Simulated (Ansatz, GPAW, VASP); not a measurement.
**InP: 3 runs at one level of theory**

```
CELL_PARAMETERS angstrom
0.00000 2.93050 2.93050
2.93050 0.00000 2.93050
2.93050 2.93050 0.00000
ATOMIC_POSITIONS crystal
In 0.00000 0.00000 0.00000
P 0.75000 0.75000 0.75000
```

Alike in all runs: task single point; functional PBEsol; k mesh 8 × 8 × 8; occupations gaussian, width 0.02 eV; no spin polarisation; no spin-orbit coupling. Pressure is positive in compression and, in plane waves, holds the error of the finite cutoff.

| program and potentials | plane-wave cutoff (eV) | notes | band gap (eV) | pressure (GPa) |
| --- | --- | --- | --- | --- |
| GPAW, PAW data sets generated for this functional | 600 | 9 valence electrons an atom on average | 0.61 | 0.36 |
| Ansatz, all-electron LAPW, scalar-relativistic | - | - | 0.61 | 0.60 |
| VASP, PBE PAW files In, P, 500 eV | 500 | potentials made for PBE; 4 valence electrons an atom on average | 0.68 | 2.64 |

The band gap spans 0.61 (GPAW, PAW data sets generated for this functional) to 0.68 eV (VASP, PBE PAW files In, P, 500 eV), with all-electron results at 0.61. The pressure spans 0.36 (GPAW, PAW data sets generated for this functional) to 2.64 GPa (VASP, PBE PAW files In, P, 500 eV), with all-electron results at 0.60.

The functional is the same throughout but for its coding, so the spread measures potentials, basis and numerics; runs on potential files found faulty are left out.
